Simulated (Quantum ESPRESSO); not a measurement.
# graphene, 2 layers, AB stacking against a metal electrode, stepped through the charge of the slab, part 2 of 3

What law, if any, do the results for graphene, 2 layers, AB stacking against a metal electrode follow against the charge of the slab?

Quantum ESPRESSO 7.5; plane-wave DFT, PBE, GBRV ultrasoft pseudopotentials.

So far. Step 2 (Relaxing cell and ions of the reference):  The last row is no step: it is a fresh SCF in the final cell with a new plane-wave basis, +0 meV from the row before.

### 3. Self-consistent run, 0 ×10¹³ e/cm²

A run under open boundaries on these atoms gives the vacuum levels.

Level of this step: plane-wave DFT, PBE, GBRV ultrasoft pseudopotentials (Quantum ESPRESSO 7.5).

Contents of m2.esm.in:

```
&control
  prefix = 'm2.esm'
  outdir = './out'
  pseudo_dir = './pseudo'
  calculation = 'scf'
  tprnfor = .true.
/
&system
  ibrav = 0
  nat = 4
  ntyp = 1
  ecutwfc = 40
  ecutrho = 200
  occupations = 'smearing'
  smearing = 'fd'
  degauss = 0.004
  assume_isolated = 'esm'
  esm_bc = 'bc3'
  tot_charge = 0.0
/
&electrons
  conv_thr = 1e-08
  mixing_beta = 0.4
  electron_maxstep = 120
  mixing_mode = 'plain'
/
ATOMIC_SPECIES
  C   12.0110  c_pbe_v1.2.uspp.F.UPF
CELL_PARAMETERS angstrom
  2.46520625300000 0.00000000000000 0.00000000000000
  -1.23260312700000 2.13493124100000 0.00000000000000
  0.00000000000000 0.00000000000000 19.20000000000000
ATOMIC_POSITIONS crystal
  C   0.666666666700 0.333333333300 0.015720059567
  C   0.333333333300 0.666666666700 0.015680713967
  C   0.000000000000 0.000000000000 0.192652619367
  C   0.666666666700 0.333333333300 0.192613273767
K_POINTS automatic
  72 72 1 0 0 0
```

Launch:

```sh
$ OMP_NUM_THREADS=1 mpirun -n 4 pw.x -nk 4 -in m2.esm.in > m2.esm.out
```

What it wrote:

```text
[banner, memory and clock lines left out]
Program PWSCF v.7.5 starts
[citation notice left out]

[...]
Message from routine setup:
[...]
bravais-lattice index     =            0
     lattice parameter (alat)  =       4.6586  a.u.
     unit-cell volume          =     681.9224 (a.u.)^3
     number of atoms/cell      =            4
     number of atomic types    =            1
     number of electrons       =        16.00
     number of Kohn-Sham states=           12
     kinetic-energy cutoff     =      40.0000  Ry
     charge density cutoff     =     200.0000  Ry
     scf convergence threshold =      1.0E-08
     mixing beta               =       0.4000
     number of iterations used =            8  plain     mixing
     Exchange-correlation= SLA  PW   PBE  PBE
                           (   1   4   3   4   0   0   0)

     Effective Screening Medium Method
     Boundary Conditions: Vacuum-Slab-Metal
     total charge in unit cell        =   0.0000
     grid points for fit at edges     =        4

[...]
PseudoPot. # 1 for C  read from file:
     ./pseudo/c_pbe_v1.2.uspp.F.UPF
     Pseudo is Ultrasoft + core correction, Zval =  4.0
     Generated by new atomic code, or converted to UPF format
     Using radial grid of  721 points,  4 beta functions with:
                l(1) =   0
                l(2) =   0
                l(3) =   1
                l(4) =   1
     Q(r) pseudized with  8 coefficients,  rinner =    1.100   1.100   1.100

     atomic species   valence    mass     pseudopotential
     C                 4.00    12.01100     C ( 1.00)

      6 Sym. Ops. (no inversion) found

[...]
number of k points=   469  Fermi-Dirac smearing, width (Ry)=  0.0040

     Number of k-points >= 100: set verbosity='high' to print them.

     Dense  grid:    32671 G-vectors     FFT dimensions: (  24,  24, 180)

     Smooth grid:    23427 G-vectors     FFT dimensions: (  20,  20, 150)

     Initial potential from superposition of free atoms

     starting charge      15.9998, renormalised to      16.0000

     negative rho (up, down):  3.468E-04 0.000E+00
     Starting wfcs are   16 randomized atomic wfcs

     per-process dynamical memory:    89.5 Mb

     Self-consistent Calculation

     iteration #  1     ecut=    40.00 Ry     beta= 0.40
     Davidson diagonalization with overlap
     ethr =  1.00E-02,  avg # of iterations =  3.5

     Threshold (ethr) on eigenvalues was too large:
     Diagonalizing with lowered threshold

     Davidson diagonalization with overlap
     ethr =  9.82E-04,  avg # of iterations =  6.1

     negative rho (up, down):  9.502E-05 0.000E+00

     total energy              =     -45.98118755 Ry
     estimated scf accuracy    <       0.32397507 Ry

     iteration #  2     ecut=    40.00 Ry     beta= 0.40
[...]
negative rho (up, down):  3.657E-05 0.000E+00

[...]
total energy              =     -45.92460712 Ry
     estimated scf accuracy    <       0.10321329 Ry

     iteration #  3     ecut=    40.00 Ry     beta= 0.40
[...]
negative rho (up, down):  4.442E-06 0.000E+00

[...]
total energy              =     -45.95193796 Ry
     estimated scf accuracy    <       0.00326703 Ry

     iteration #  4     ecut=    40.00 Ry     beta= 0.40
[...]
c_bands:  1 eigenvalues not converged
     c_bands:  2 eigenvalues not converged
     c_bands:  1 eigenvalues not converged
     c_bands:  1 eigenvalues not converged
     c_bands:  1 eigenvalues not converged
     c_bands:  3 eigenvalues not converged
     c_bands:  3 eigenvalues not converged
     c_bands:  3 eigenvalues not converged
     c_bands:  4 eigenvalues not converged
     c_bands:  4 eigenvalues not converged
     c_bands:  4 eigenvalues not converged
     c_bands:  4 eigenvalues not converged
     c_bands:  4 eigenvalues not converged
     c_bands:  4 eigenvalues not converged
     c_bands:  4 eigenvalues not converged
     c_bands:  3 eigenvalues not converged
     c_bands:  4 eigenvalues not converged
     c_bands:  4 eigenvalues not converged
     c_bands:  3 eigenvalues not converged
     c_bands:  2 eigenvalues not converged
     c_bands:  3 eigenvalues not converged
     c_bands:  4 eigenvalues not converged
     c_bands:  1 eigenvalues not converged
     c_bands:  1 eigenvalues not converged
     c_bands:  1 eigenvalues not converged
     c_bands:  2 eigenvalues not converged
     c_bands:  2 eigenvalues not converged
     c_bands:  2 eigenvalues not converged
     c_bands:  2 eigenvalues not converged
     c_bands:  4 eigenvalues not converged
     c_bands:  4 eigenvalues not converged
     c_bands:  4 eigenvalues not converged
     c_bands:  4 eigenvalues not converged
     c_bands:  4 eigenvalues not converged
     c_bands:  4 eigenvalues not converged
     c_bands:  4 eigenvalues not converged
     c_bands:  3 eigenvalues not converged
     c_bands:  4 eigenvalues not converged
     c_bands:  4 eigenvalues not converged
     c_bands:  4 eigenvalues not converged
     c_bands:  4 eigenvalues not converged
     c_bands:  2 eigenvalues not converged
     c_bands:  3 eigenvalues not converged
     c_bands:  3 eigenvalues not converged
     c_bands:  3 eigenvalues not converged
     c_bands:  2 eigenvalues not converged
     c_bands:  1 eigenvalues not converged
     c_bands:  2 eigenvalues not converged
     c_bands:  2 eigenvalues not converged
     c_bands:  3 eigenvalues not converged
     c_bands:  3 eigenvalues not converged
     c_bands:  4 eigenvalues not converged
     c_bands:  4 eigenvalues not converged
     c_bands:  4 eigenvalues not converged
     c_bands:  4 eigenvalues not converged
     c_bands:  4 eigenvalues not converged
     c_bands:  4 eigenvalues not converged
     c_bands:  4 eigenvalues not converged
     c_bands:  4 eigenvalues not converged
     c_bands:  4 eigenvalues not converged
     c_bands:  4 eigenvalues not converged
     c_bands:  4 eigenvalues not converged
     c_bands:  3 eigenvalues not converged
     c_bands:  2 eigenvalues not converged
     c_bands:  2 eigenvalues not converged
     c_bands:  4 eigenvalues not converged
     c_bands:  2 eigenvalues not converged
     c_bands:  1 eigenvalues not converged
     c_bands:  1 eigenvalues not converged
     c_bands:  3 eigenvalues not converged
     c_bands:  2 eigenvalues not converged
     c_bands:  4 eigenvalues not converged
     c_bands:  4 eigenvalues not converged
[...]
c_bands:  4 eigenvalues not converged
     c_bands:  4 eigenvalues not converged
     c_bands:  4 eigenvalues not converged
     c_bands:  4 eigenvalues not converged
     c_bands:  3 eigenvalues not converged
     c_bands:  3 eigenvalues not converged
     c_bands:  2 eigenvalues not converged
     c_bands:  3 eigenvalues not converged
     c_bands:  4 eigenvalues not converged
     c_bands:  3 eigenvalues not converged
     c_bands:  4 eigenvalues not converged
     c_bands:  4 eigenvalues not converged
     c_bands:  4 eigenvalues not converged
     c_bands:  4 eigenvalues not converged
     c_bands:  4 eigenvalues not converged
     c_bands:  3 eigenvalues not converged
     c_bands:  4 eigenvalues not converged
     c_bands:  4 eigenvalues not converged
     c_bands:  3 eigenvalues not converged
     c_bands:  3 eigenvalues not converged
     c_bands:  4 eigenvalues not converged
     c_bands:  4 eigenvalues not converged
     c_bands:  4 eigenvalues not converged
     c_bands:  3 eigenvalues not converged
     c_bands:  4 eigenvalues not converged
     c_bands:  3 eigenvalues not converged
     c_bands:  4 eigenvalues not converged
     c_bands:  4 eigenvalues not converged
     c_bands:  4 eigenvalues not converged
     c_bands:  4 eigenvalues not converged
     c_bands:  4 eigenvalues not converged
     c_bands:  4 eigenvalues not converged
     c_bands:  4 eigenvalues not converged
     c_bands:  4 eigenvalues not converged
     c_bands:  4 eigenvalues not converged
     c_bands:  4 eigenvalues not converged
     c_bands:  4 eigenvalues not converged
     c_bands:  4 eigenvalues not converged
     c_bands:  3 eigenvalues not converged
[...]
negative rho (up, down):  1.467E-05 0.000E+00

[...]
total energy              =     -45.96477163 Ry
     estimated scf accuracy    <       0.02777604 Ry

     iteration #  6     ecut=    40.00 Ry     beta= 0.40
[...]
c_bands:  3 eigenvalues not converged
     c_bands:  3 eigenvalues not converged
     c_bands:  4 eigenvalues not converged
     c_bands:  3 eigenvalues not converged
     c_bands:  4 eigenvalues not converged
     c_bands:  2 eigenvalues not converged
     c_bands:  3 eigenvalues not converged
     c_bands:  4 eigenvalues not converged
     c_bands:  2 eigenvalues not converged
     c_bands:  3 eigenvalues not converged
     c_bands:  2 eigenvalues not converged
     c_bands:  3 eigenvalues not converged
     c_bands:  2 eigenvalues not converged
     c_bands:  3 eigenvalues not converged
     c_bands:  2 eigenvalues not converged
     c_bands:  2 eigenvalues not converged
     c_bands:  2 eigenvalues not converged
     c_bands:  3 eigenvalues not converged
     c_bands:  3 eigenvalues not converged
     c_bands:  3 eigenvalues not converged
     c_bands:  3 eigenvalues not converged
     c_bands:  3 eigenvalues not converged
     c_bands:  2 eigenvalues not converged
     c_bands:  4 eigenvalues not converged
     c_bands:  4 eigenvalues not converged
     c_bands:  4 eigenvalues not converged
     c_bands:  3 eigenvalues not converged
     c_bands:  4 eigenvalues not converged
     c_bands:  2 eigenvalues not converged
     c_bands:  2 eigenvalues not converged
     c_bands:  2 eigenvalues not converged
     c_bands:  2 eigenvalues not converged
     c_bands:  2 eigenvalues not converged
     c_bands:  2 eigenvalues not converged
     c_bands:  2 eigenvalues not converged
     c_bands:  2 eigenvalues not converged
     c_bands:  2 eigenvalues not converged
     c_bands:  1 eigenvalues not converged
     c_bands:  3 eigenvalues not converged
     c_bands:  2 eigenvalues not converged
     c_bands:  4 eigenvalues not converged
     c_bands:  3 eigenvalues not converged
     c_bands:  3 eigenvalues not converged
     c_bands:  2 eigenvalues not converged
     c_bands:  3 eigenvalues not converged
     c_bands:  2 eigenvalues not converged
     c_bands:  3 eigenvalues not converged
     c_bands:  2 eigenvalues not converged
     c_bands:  4 eigenvalues not converged
     c_bands:  2 eigenvalues not converged
     c_bands:  2 eigenvalues not converged
     c_bands:  4 eigenvalues not converged
     c_bands:  1 eigenvalues not converged
     c_bands:  3 eigenvalues not converged
     c_bands:  2 eigenvalues not converged
     c_bands:  2 eigenvalues not converged
     c_bands:  2 eigenvalues not converged
     c_bands:  3 eigenvalues not converged
     c_bands:  4 eigenvalues not converged
     c_bands:  1 eigenvalues not converged
     c_bands:  4 eigenvalues not converged
     c_bands:  3 eigenvalues not converged
     c_bands:  1 eigenvalues not converged
     c_bands:  1 eigenvalues not converged
     c_bands:  2 eigenvalues not converged
     c_bands:  4 eigenvalues not converged
     c_bands:  2 eigenvalues not converged
     c_bands:  2 eigenvalues not converged
     c_bands:  2 eigenvalues not converged
     c_bands:  2 eigenvalues not converged
     c_bands:  2 eigenvalues not converged
     c_bands:  3 eigenvalues not converged
     c_bands:  3 eigenvalues not converged
     c_bands:  2 eigenvalues not converged
     c_bands:  3 eigenvalues not converged
     c_bands:  3 eigenvalues not converged
[...]
negative rho (up, down):  6.598E-04 0.000E+00

[...]
total energy              =     -45.96990138 Ry
     estimated scf accuracy    <       0.01291292 Ry

[...]
iteration # 24     ecut=    40.00 Ry     beta= 0.40
[...]
c_bands:  1 eigenvalues not converged
[...]
negative rho (up, down):  1.281E-04 0.000E+00

[...]
total energy              =     -45.96004936 Ry
     estimated scf accuracy    <       0.00000002 Ry

     iteration # 25     ecut=    40.00 Ry     beta= 0.40
[...]
c_bands:  1 eigenvalues not converged
[...]
negative rho (up, down):  1.282E-04 0.000E+00

[...]
total energy              =     -45.96004936 Ry
     estimated scf accuracy    <       0.00000003 Ry

     iteration # 26     ecut=    40.00 Ry     beta= 0.40
[...]
c_bands:  1 eigenvalues not converged
[...]
negative rho (up, down):  1.286E-04 0.000E+00

[...]
total energy              =     -45.96004937 Ry
     estimated scf accuracy    <       0.00000002 Ry

     iteration # 27     ecut=    40.00 Ry     beta= 0.40
[...]
negative rho (up, down):  1.288E-04 0.000E+00

[...]
End of self-consistent calculation

     Number of k-points >= 100: set verbosity='high' to print the bands.

     the Fermi energy is    -4.2748 ev

!    total energy              =     -45.96004937 Ry
     estimated scf accuracy    <          1.5E-09 Ry
     smearing contrib. (-TS)   =      -0.00001987 Ry
     internal energy E=F+TS    =     -45.96002950 Ry

     The total energy is F=E-TS. E is the sum of the following terms:
     one-electron contribution =   -4274.42035692 Ry
     hartree contribution      =    2138.51928614 Ry
     xc contribution           =     -14.54124977 Ry
     ewald contribution        =    2104.48229104 Ry

     convergence has been achieved in  27 iterations

     negative rho (up, down):  1.288E-04 0.000E+00

     Forces acting on atoms (cartesian axes, Ry/au):

     atom    1 type  1   force =     0.00000000    0.00000000   -0.00217747
     atom    2 type  1   force =     0.00000000    0.00000000   -0.00166920
     atom    3 type  1   force =     0.00000000    0.00000000    0.00167125
     atom    4 type  1   force =     0.00000000   -0.00000000    0.00217809

     Total force =     0.003881     Total SCF correction =     0.000160

[...]
```

Run time: 5.8 min. Hardware: 4 MPI ranks of Intel Xeon at 2.70GHz, shared host; peak memory 0.53 GiB; 23 min of CPU time.

Read from the output:

| Item | Value |
| --- | --- |
| Fermi energy | -4.275 eV |
| vacuum line at the lower end of the cell, over the Fermi level | 4.275 eV |
| slope of the potential above | 5.20e-5 eV/Å |
| vacuum line at the upper end of the cell, over the Fermi level | 4.275 eV |

Electrostatic potential energy of an electron; zero at the Fermi level. The potential energy, planar mean by z:

```
z (Å)  potential energy, planar mean (eV)
   -9                                4.27
   -8                                4.27
   -7                                4.27
   -6                                4.27
   -5                                4.28
   -4                                4.27
   -3                                4.27
   -2                                4.25
   -1                                3.42
    0                               -19.1
    1                               -2.54
    2                                3.83
    3                               -2.40
    4                               -19.1
    5                                3.44
    6                                4.25
    7                                4.27
    8                                4.27
    9                                4.27
```

Inside the slab this potential holds the local part of the pseudopotentials, which can be repulsive at the nuclei; only its value in the vacuum has a meaning of its own.

### 4. Ground state, 1 ×10¹³ e/cm²

m3.esm.in, as its differences from the input of step 3:

```diff
@@ -1,3 +1,3 @@
 &control
-  prefix = 'm2.esm'
+  prefix = 'm3.esm'
   outdir = './out'
@@ -18,3 +18,3 @@
   esm_bc = 'bc3'
-  tot_charge = 0.0
+  tot_charge = 0.00527
 /
@@ -25,2 +25,3 @@
   mixing_mode = 'plain'
+  startingpot = 'file'
 /
```

Launch:

```sh
$ cp -r out/m2.esm.save out/m3.esm.save
$ OMP_NUM_THREADS=1 mpirun -n 4 pw.x -nk 4 -in m3.esm.in > m3.esm.out
```

What it wrote:

```text
[banner, memory and clock lines left out]
Program PWSCF v.7.5 starts
[...]
Message from routine setup:
[...]
number of electrons       =        15.99
     number of Kohn-Sham states=           12
     kinetic-energy cutoff     =      40.0000  Ry
     charge density cutoff     =     200.0000  Ry
[...]
number of k points=   469  Fermi-Dirac smearing, width (Ry)=  0.0040
[...]
Dense  grid:    32671 G-vectors     FFT dimensions: (  24,  24, 180)
[...]
The initial density is read from file :
[...]
negative rho (up, down):  1.287E-04 0.000E+00
     Starting wfcs are   16 randomized atomic wfcs
[...]
negative rho (up, down):  1.218E-04 0.000E+00
[...]
estimated scf accuracy    <       0.00035495 Ry
[...]
negative rho (up, down):  1.230E-04 0.000E+00
[...]
estimated scf accuracy    <       0.00008327 Ry
[...]
negative rho (up, down):  1.243E-04 0.000E+00
[...]
estimated scf accuracy    <       0.00000901 Ry
[...]
negative rho (up, down):  1.284E-04 0.000E+00
[...]
estimated scf accuracy    <       0.00000358 Ry
[...]
negative rho (up, down):  1.293E-04 0.000E+00
[...]
estimated scf accuracy    <       0.00000121 Ry
[...]
negative rho (up, down):  1.292E-04 0.000E+00
[...]
estimated scf accuracy    <       0.00000012 Ry
[...]
negative rho (up, down):  1.292E-04 0.000E+00
[...]
estimated scf accuracy    <       0.00000007 Ry
[...]
negative rho (up, down):  1.296E-04 0.000E+00
[...]
estimated scf accuracy    <       0.00000002 Ry
[...]
negative rho (up, down):  1.296E-04 0.000E+00
[...]
estimated scf accuracy    <       0.00000005 Ry
[...]
negative rho (up, down):  1.297E-04 0.000E+00
[...]
estimated scf accuracy    <       0.00000001 Ry
[...]
negative rho (up, down):  1.297E-04 0.000E+00
[...]
the Fermi energy is    -5.3520 ev
!    total energy              =     -45.95818202 Ry
     estimated scf accuracy    <          4.7E-10 Ry
     smearing contrib. (-TS)   =      -0.00003055 Ry
     internal energy E=F+TS    =     -45.95815147 Ry
[...]
one-electron contribution =   -4273.34245636 Ry
     hartree contribution      =    2137.43965427 Ry
     xc contribution           =     -14.53764041 Ry
     ewald contribution        =    2104.48229104 Ry
     convergence has been achieved in  11 iterations
     negative rho (up, down):  1.297E-04 0.000E+00
[...]
Total force =     0.003997     Total SCF correction =     0.000071
[...]
```

The job ended after 3.9 min (4 MPI ranks; peak memory 0.53 GiB; 15 min of CPU time).

Numbers from this step:

* Fermi energy: -5.352 eV
* vacuum line at the lower end of the cell, over the Fermi level: 4.394 eV
* slope of the potential above: 0.1814 eV/Å
* vacuum line at the upper end of the cell, over the Fermi level: 5.352 eV

Inside the slab this potential holds the local part of the pseudopotentials, which can be repulsive at the nuclei; only its value in the vacuum has a meaning of its own.

[end of part 2 of 3]

[Logs are printed without paths, hosts, clocks, repeated set-up lines and the standing remarks that a program may print on its own settings, such as how far it seeks lower states.]

[Hosts, paths, dates, database ids (printed as entryN), source tags and the programs' standing remarks are cut or masked in the printed files.]

[Maps of the electrostatic potential energy from Ansatz leave out the sawtooth potential of an applied field or a dipole correction, so their vacuum need not be flat; planar profiles and work functions include it.]
